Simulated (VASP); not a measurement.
# Ti (P6_3/mmc) in VASP: a series of runs

Runs on Ti. Level: PBEsol. Tasks: relaxation of shape and atoms at fixed volume.

All numbers are computed with VASP 6.6.1; they aren't measurements. Logs are shortened: lines on timing, memory, paths and dates and some standing lists are left out, and cuts for length are marked.

## (1) The undisturbed crystal

It takes space group P6_3/mmc (No. 194, hexagonal). The conventional cell has a = 2.950 Å, b = 2.950 Å, c = 4.680 Å, α = 90.00°, β = 90.00°, γ = 120.00°. Around Ti (site symmetry -6m2) lie 12 Ti at 2.89 to 2.95 Å.

## (2) Relaxation of shape and atoms at fixed volume, PBEsol (a relaxed cell with its volume scaled by 0.94)

INCAR reads:

```
PREC = Accurate ; ENCUT = 600
EDIFF = 1E-7 ; ISMEAR = 1
SIGMA = 0.1 ; LREAL = False
LASPH = True ; NELM = 80
ALGO = Normal ; ISIF = 4
LWAVE = False ; LCHARG = False
GGA = PS ; IBRION = 2
NSW = 40 ; EDIFFG = -0.01
```

KPOINTS reads:

```
Automatic mesh
0
Gamma
  15 15 8
```

POSCAR reads:

```
Ti                                      
1.0
    2.8428568579      0.0000000000      0.0000000000
   -1.4214284289      2.4619862582      0.0000000000
    0.0000000000      0.0000000000      4.4816203597
  Ti            
     2
Direct
     0.3333333332999970    0.6666666667000030    0.2500000000000000
     0.6666666667000030    0.3333333332999970    0.7500000000000000
```

Potentials or basis: VASP PAW PBE potentials, release 64 (Ti_sv).

Run with:

```bash
cat potpaw_PBE.64/Ti_sv/POTCAR > POTCAR
mpirun -np 1 vasp_std > vasp.out
```

OUTCAR:

```text
PREC = Accurate
   ENCUT = 600
   EDIFF = 1E-7
   ISMEAR = 1
   LREAL = False
   LASPH = True
   NELM = 80
   ISIF = 4
   GGA = PS
   IBRION = 2
   NSW = 40
   EDIFFG = -0.01

 ion  position               nearest neighbor table
   1  0.333  0.667  0.250-   2 2.78   2 2.78   2 2.78   2 2.78   2 2.78   2 2.78
   2  0.667  0.333  0.750-   1 2.78   1 2.78   1 2.78   1 2.78   1 2.78   1 2.78

  LATTYP: Found a hexagonal cell.
 ALAT       =     2.8428568579
 C/A-ratio  =     1.5764495308

  Lattice vectors:

 A1 = (   2.8428568579,   0.0000000000,   0.0000000000)
 A2 = (  -1.4214284289,   2.4619862582,   0.0000000000)
 A3 = (   0.0000000000,   0.0000000000,   4.4816203597)

Analysis of symmetry for initial positions (statically):
=====================================================================
 Subroutine PRICEL returns:
 Original cell was already a primitive cell.

 Routine SETGRP: Setting up the symmetry group for a
 hexagonal supercell.

 Subroutine GETGRP returns: Found 24 space group operations
 (whereof 12 operations were pure point group operations)
 out of a pool of 24 trial point group operations.

The static configuration has the point symmetry D_3d.
 The point group associated with its full space group is D_6h.

Analysis of symmetry for dynamics (positions and initial velocities):
=====================================================================
 Subroutine PRICEL returns:
 Original cell was already a primitive cell.

 Routine SETGRP: Setting up the symmetry group for a
 hexagonal supercell.

 Subroutine GETGRP returns: Found 24 space group operations
 (whereof 12 operations were pure point group operations)
 out of a pool of 24 trial point group operations.

The dynamic configuration has the point symmetry D_3d.
 The point group associated with its full space group is D_6h.

 Subroutine INISYM returns: Found 24 space group operations
 (whereof 12 operations are pure point group operations),
 and found     1 'primitive' translations

----------------------------------------------------------------------------------------

                                     Primitive cell

  volume of cell :      31.3672

  direct lattice vectors                    reciprocal lattice vectors
     2.842856858  0.000000000  0.000000000     0.351758829  0.203088055  0.000000000
    -1.421428429  2.461986258  0.000000000     0.000000000  0.406176110  0.000000000
     0.000000000  0.000000000  4.481620360     0.000000000  0.000000000  0.223133581

  length of vectors
     2.842856858  2.842856858  4.481620360     0.406176109  0.406176110  0.223133581

  position of ions in fractional coordinates (direct lattice)
     0.333333333  0.666666667  0.250000000
     0.666666667  0.333333333  0.750000000

  ion indices of the primitive-cell ions
   primitive index   ion index
                 1           1
                 2           2

----------------------------------------------------------------------------------------

 KPOINTS: Automatic mesh

Automatic generation of k-mesh.
 Grid dimensions read from file:
 generate k-points for:   15   15    8

 Generating k-lattice:

  Cartesian coordinates                     Fractional coordinates (reciprocal lattice)
     0.023450589  0.013539204  0.000000000     0.066666667 -0.000000000  0.000000000
     0.000000000  0.027078407  0.000000000     0.000000000  0.066666667  0.000000000
     0.000000000  0.000000000  0.027891698     0.000000000  0.000000000  0.125000000

  Length of vectors
     0.027078407  0.027078407  0.027891698

  Shift w.r.t. Gamma in fractional coordinates (k-lattice)
     0.000000000  0.000000000  0.000000000

 Subroutine IBZKPT returns following result:
 ===========================================

 Found    135 irreducible k-points:

 Following reciprocal coordinates:
            Coordinates               Weight
  0.000000  0.000000  0.000000      1.000000
  0.066667  0.000000  0.000000      6.000000
  0.133333  0.000000  0.000000      6.000000
  0.200000  0.000000  0.000000      6.000000
  0.266667  0.000000  0.000000      6.000000
  0.333333  0.000000  0.000000      6.000000
[... 16 lines left out ...]
  0.333333  0.200000  0.000000     12.000000
  0.400000  0.200000  0.000000      6.000000
 [... further k-points ...]
   k-points           NKPTS =    135   k-points in BZ     NKDIM =    135   number of bands    NBANDS=     16
   number of dos      NEDOS =    301   number of ions     NIONS =      2
   total plane-waves  NPLWV =  20736
   dimension x,y,z NGX =    24 NGY =   24 NGZ =   36
   dimension x,y,z NGXF=    48 NGYF=   48 NGZF=   72
   ions per type =               2
   NGX,Y,Z   is equivalent  to a cutoff of  14.03, 14.03, 13.35 a.u.
   NGXF,Y,Z  is equivalent  to a cutoff of  28.07, 28.07, 26.71 a.u.
 SYSTEM =  unknown system
   PREC   = accura    normal or accurate (medium, high low for compatibility)
   ISTART =      0    job   : 0-new  1-cont  2-samecut
   ICHARG =      2    charge: 1-file 2-atom 10-const
   ISPIN  =      1    spin polarized calculation?
   LNONCOLLINEAR =      F non collinear calculations
   LSORBIT =      F    spin-orbit coupling
   LASPH  =      T    aspherical Exc in radial PAW
   ENCUT  =  600.0 eV  44.10 Ry    6.64 a.u.   5.68  5.68  8.95*2*pi/ulx,y,z
   NELM   =     80;   NELMIN=  2; NELMDL= -5     # of ELM steps
   EDIFF  = 0.1E-06   stopping-criterion for ELM
   LREAL  =      F    real-space projection
   EDIFFG = -.1E-01   stopping-criterion for IOM
   NSW    =     40    number of steps for IOM
   IBRION =      2    ionic relax: 0-MD 1-quasi-New 2-CG
   NFREE  =      1    steps in history (QN), initial steepest desc. (CG)
   ISIF   =      4    stress and relaxation
   ISYM   =      2    0-nonsym 1-usesym 2-fastsym
   POTIM  = 0.5000    time-step for ionic-motion
   TEBEG  =    0.0;   TEEND  =   0.0 temperature during run
   PSTRESS=    0.0 pullay stress
   NELECT =      24.0000    total number of electrons
   NUPDOWN=      -1.0000    fix difference up-down
   EMIN   =  10.00;   EMAX   =-10.00  energy-range for DOS
   EFERMI =   0.00;   METHOD = LEGACY
   ISMEAR =     1;   SIGMA  =   0.10  broadening in eV -4-tet -1-fermi 0-gaus
   EFERMI_NEDOS =   21; number of points for ismear=-14 and -15
   IALGO  =     38    algorithm
   IMIX   =      4    mixing-type and parameters
     AMIX     =   0.40;   BMIX     =  1.00
     AMIX_MAG =   1.60;   BMIX_MAG =  1.00
  volume/ion in A,a.u.               =      15.68       105.84
  Fermi-wavevector in a.u.,A,eV,Ry     =   1.497339  2.829560 30.504573  2.242023
  Thomas-Fermi vector in A             =   2.609239
   LORBIT       =      0    0 simple, 1 ext, 2 COOP (PROOUT), +10 PAW based schemes
   GGA     = PS    functional components
   LHFCALC =     F    Hartree Fock is set to
   AEXX    =    0.0000 exact exchange contribution
   IVDW    =     0    specifies the selected vdW correction
   LEPSILON=     F    determine dielectric tensor
   LRPA    =     F    only Hartree local field effects (RPA)
 conjugate gradient relaxation of ions
 non-spin polarized calculation
 Methfessel and Paxton  Order N= 1 SIGMA  =   0.10
  energy-cutoff  :      600.00
  volume of cell :       31.37
 maximum number of plane-waves:      1085
 NGX is ok and might be reduce to    24
   NGX = 11   NGY = 11   NGZ = 17

--------------------------------------- Ionic step        1  -------------------------------------------

 number of electron      24.0000004 magnetization

 Free energy of the ion-electron system (eV)
  ---------------------------------------------------
  ext. energy  EPLUGINS =         0.00000000
  ---------------------------------------------------
  free energy    TOTEN  =       -16.62897679 eV

  energy without entropy =      -16.62975416  energy(sigma->0) =      -16.62923591

------------------------ aborting loop because EDIFF is reached ----------------------------------------

  FORCE on cell =-STRESS in cart. coord.  units (eV):
  Direction    XX          YY          ZZ          XY          YZ          ZX
  --------------------------------------------------------------------------------------
  -------------------------------------------------------------------------------------
  Total        1.5720789      1.5720789      1.6257875      0.0000000      0.0000000     -0.0000000
  in kB       80.2988339     80.2988339     83.0421700      0.0000000      0.0000000     -0.0000000
  external PRESSURE =      81.2132793 kB  Pullay stress =       0.0000000 kB

 VOLUME and BASIS-vectors are now :
 -----------------------------------------------------------------------------
  energy-cutoff  :      600.00
  volume of cell :       31.37
      direct lattice vectors                 reciprocal lattice vectors
     2.842856858  0.000000000  0.000000000     0.351758829  0.203088055  0.000000000
    -1.421428429  2.461986258  0.000000000     0.000000000  0.406176110  0.000000000
     0.000000000  0.000000000  4.481620360     0.000000000  0.000000000  0.223133581

 POSITION                                       TOTAL-FORCE (eV/Angst)
 -----------------------------------------------------------------------------------
     -0.00000      1.64132      1.12041        -0.000000      0.000000      0.000000
      1.42143      0.82066      3.36122         0.000000     -0.000000      0.000000
 -----------------------------------------------------------------------------------
    total drift:                               -0.000000      0.000000     -0.000000

  FREE ENERGIE OF THE ION-ELECTRON SYSTEM (eV)
  ---------------------------------------------------
  free  energy   TOTEN  =       -16.6289767864 eV

  energy  without entropy=      -16.6297541589  energy(sigma->0) =      -16.62923591

--------------------------------------- Ionic step        2  -------------------------------------------

 number of electron      24.0000004 magnetization

 Free energy of the ion-electron system (eV)
  ---------------------------------------------------
  ext. energy  EPLUGINS =         0.00000000
  ---------------------------------------------------
  free energy    TOTEN  =       -16.62900861 eV

  energy without entropy =      -16.62971332  energy(sigma->0) =      -16.62924351

 E-fermi :   9.3519     XC(G=0): -12.1321

 val. band max:        9.3515676265   @ k =   0.2667   0.2000   0.3750
 cond. band min:       9.3535609325   @ k =   0.3333   0.2667   0.3750
 fundamental gap:      0.0019933060
 Fermi energy:         9.3519290275

 k-point     1 :       0.0000    0.0000    0.0000
  band No.  band energies     occupation
      1     -47.1426      2.00000
      2     -46.9303      2.00000
      3     -23.9746      2.00000
      4     -23.0798      2.00000
      5     -23.0798      2.00000
      6     -22.9746      2.00000
[... 8 lines left out ...]
     15      10.7354     -0.00000
     16      10.7354     -0.00000

 k-point     2 :       0.0667    0.0000    0.0000
  band No.  band energies     occupation
      1     -47.1359      2.00000
      2     -46.9276      2.00000
      3     -23.9609      2.00000
      4     -23.1081      2.00000
      5     -23.0893      2.00000
      6     -22.9805      2.00000
[... 8 lines left out ...]
     15      10.6651     -0.00000
     16      10.8255     -0.00000

 k-point     3 :       0.1333    0.0000    0.0000
  band No.  band energies     occupation
      1     -47.1167      2.00000
      2     -46.9205      2.00000
      3     -23.9208      2.00000
      4     -23.1886      2.00000
      5     -23.1156      2.00000
      6     -23.0511      2.00000
[... 8 lines left out ...]
     15      10.8148     -0.00000
     16      10.8416     -0.00000
[... 362 lines left out ...]
 k-point    23 :       0.3333    0.2000    0.0000
  band No.  band energies     occupation
      1     -46.9516      2.00000
      2     -46.8947      2.00000
      3     -23.6554      2.00000
      4     -23.5115      2.00000
      5     -23.5103      2.00000
      6     -23.3655      2.00000
[... 8 lines left out ...]
     15      10.7345     -0.00000
     16      12.4987      0.00000

 k-point    24 :       0.4000    0.2000    0.0000
  band No.  band energies     occupation
      1     -46.9407      2.00000
      2     -46.8979      2.00000
      3     -23.6764      2.00000
      4     -23.5037      2.00000
      5     -23.4738      2.00000
      6     -23.3970      2.00000
[... 8 lines left out ...]
     15      10.8390     -0.00000
     16      12.7886      0.00000

 [... further k-points ...]

------------------------ aborting loop because EDIFF is reached ----------------------------------------

  FORCE on cell =-STRESS in cart. coord.  units (eV):
  Direction    XX          YY          ZZ          XY          YZ          ZX
  --------------------------------------------------------------------------------------
  -------------------------------------------------------------------------------------
  Total        1.5817643      1.5817643      1.6014656      0.0000000      0.0000000      0.0000000
  in kB       80.7935477     80.7935477     81.7998494      0.0000000      0.0000000      0.0000000
  external PRESSURE =      81.1289816 kB  Pullay stress =       0.0000000 kB

 VOLUME and BASIS-vectors are now :
 -----------------------------------------------------------------------------
  energy-cutoff  :      600.00
  volume of cell :       31.37
      direct lattice vectors                 reciprocal lattice vectors
     2.841629725  0.000000000 -0.000000000     0.351910733  0.203175757 -0.000000000
    -1.420814862  2.460923530  0.000000000    -0.000000000  0.406351513  0.000000000
     0.000000000  0.000000000  4.485491892     0.000000000 -0.000000000  0.222940989

 POSITION                                       TOTAL-FORCE (eV/Angst)
 -----------------------------------------------------------------------------------
     -0.00000      1.64062      1.12137        -0.000000      0.000000      0.000000
      1.42081      0.82031      3.36412         0.000000      0.000000     -0.000000
 -----------------------------------------------------------------------------------
    total drift:                               -0.000000      0.000000     -0.000000

  FREE ENERGIE OF THE ION-ELECTRON SYSTEM (eV)
  ---------------------------------------------------
  free  energy   TOTEN  =       -16.6290086115 eV

  energy  without entropy=      -16.6297133197  energy(sigma->0) =      -16.62924351

 reached required accuracy - stopping structural energy minimisation
```

It took 1.8 min on 1 thread of Intel Xeon Platinum 8488C (Sapphire Rapids), shared host; peak memory 0.2 GiB.

Results:

```
Free energy               : -16.6290 eV
Energy gained by relaxing : 0.0 meV/atom
Ionic steps               : 2
Pressure after relaxing   : 8.1 GPa
Band gap on the k mesh    : none (metal or under the smearing width)
```

Final structure:
```yaml
crystal:
  lattice:
    - [2.84163, 0.00000, 0.00000]
    - [-1.42081, 2.46092, 0.00000]
    - [0.00000, 0.00000, 4.48549]
  atoms:
    - { symbol: Ti, position: [0.33333, 0.66667, 0.25000] }
    - { symbol: Ti, position: [0.66667, 0.33333, 0.75000] }
```

Caveat: the PAW data sets were made with another functional, which shifts forces and pressure a little.

## (3) Relaxation of shape and atoms at fixed volume, PBEsol (a relaxed cell with its volume scaled by 0.96)

INCAR is that of step 2.

KPOINTS is that of step 2.

POSCAR reads:

```
Ti                                      
1.0
    2.8628776362      0.0000000000      0.0000000000
   -1.4314388181      2.4793247609      0.0000000000
    0.0000000000      0.0000000000      4.5131821063
  Ti            
     2
Direct
     0.3333333332999970    0.6666666667000030    0.2500000000000000
     0.6666666667000030    0.3333333332999970    0.7500000000000000
```

Potentials or basis: VASP PAW PBE potentials, release 64 (Ti_sv).

Run with:

```bash
cat potpaw_PBE.64/Ti_sv/POTCAR > POTCAR
mpirun -np 1 vasp_std > vasp.out
```

Run time: 73 s. Hardware: 1 thread of Intel Xeon Platinum 8488C (Sapphire Rapids), shared host; peak memory 0.2 GiB.

Results (log left out):

```
Free energy             : -16.6568 eV
Pressure after relaxing : 5.2 GPa
Band gap on the k mesh  : none (metal or under the smearing width)
```

Stress tensor (GPa, compression positive):
```
5.11 0.00 0.00
0.00 5.11 0.00
0.00 0.00 5.25
```

Final structure:
```xyz
2
Lattice="2.8629 0.0000 0.0000 -1.4314 2.4793 0.0000 0.0000 0.0000 4.5132" Properties=species:S:1:pos:R:3 pbc="T T T"
Ti    0.0000    1.6529    1.1283
Ti    1.4314    0.8264    3.3849
```

Levels at points of the mesh, in eV from the Fermi level:
```tsv
k point	band 10	band 11	band 12	band 13	band 14	band 15
(0.00, 0.00, 0.00)	-2.92	0.79	0.79	0.96	1.05	1.36
(0.00, 0.00, 0.50)	-4.43	0.08	0.08	0.67	0.67	0.67
```

Caveat: the relaxation stopped at its first step, so nothing moved; the PAW data sets were made with another functional, which shifts forces and pressure a little.
